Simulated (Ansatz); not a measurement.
Crystal: CuO.

```
Cu O
1.0
     2.55255    0.00000    0.00000
     0.00000    2.55255    0.00000
     0.00000    0.00000    2.55255
Cu O
1 1
Direct
  0.00000 0.00000 0.00000
  0.50000 0.50000 0.50000
```

Measurements of this composition are mostly on another form, of space group No. 15.

- Program: Ansatz 0.2.0
- Task: relaxation of cell and atoms
- Functional: PBE
- Potentials or basis: Ansatz PAW
- Cutoff: 420 eV (not typed: the program's choice for these potentials)
- k mesh: 10 × 10 × 10
- Occupations: fermi-dirac, width 0.05 eV
- Spin: no spin polarisation

At the start: volume 8.32 Å³/atom.

Q: How do energy, volume and symmetry change on relaxing?

A: It ends after 8 steps and the volume is 9.15 Å³/atom (+10.1 %); space group Pm-3m (No. 221, to 0.05 Å).

The path:
```tsv
step	energy change (eV)	largest force (eV/Å)	volume (Å³)
1	0.0000	0.0000	16.63
2	-0.0657	0.0000	17.36
3	-0.0876	0.0000	18.11
4	-0.0875	0.0000	18.22
5	-0.0991	0.0000	18.22
6	-0.0990	0.0000	18.30
7	-0.0989	0.0000	18.31
8	-0.0994	0.0000	18.31
```

Final structure:
```cif
data_structure
_symmetry_space_group_name_H-M 'P 1'
_symmetry_Int_Tables_number 1
_cell_length_a 2.6357
_cell_length_b 2.6357
_cell_length_c 2.6357
_cell_angle_alpha 90.000
_cell_angle_beta 90.000
_cell_angle_gamma 90.000
_cell_volume 18.31
loop_
_atom_site_label
_atom_site_type_symbol
_atom_site_fract_x
_atom_site_fract_y
_atom_site_fract_z
_atom_site_occupancy
Cu1 Cu 0.00000 0.00000 0.00000 1
O1 O 0.50000 0.50000 0.50000 1
```

Caveat: the plane-wave basis is chosen anew once the cell has moved, so the energies of steps on either side of that aren't comparable; the pressure holds a Pulay correction of +0.7 GPa for the finite cutoff; an odd number of electrons without spin polarisation forces a metal; a magnetic or distorted state may lie lower; the run has no spin polarisation, though such a crystal can be magnetic.
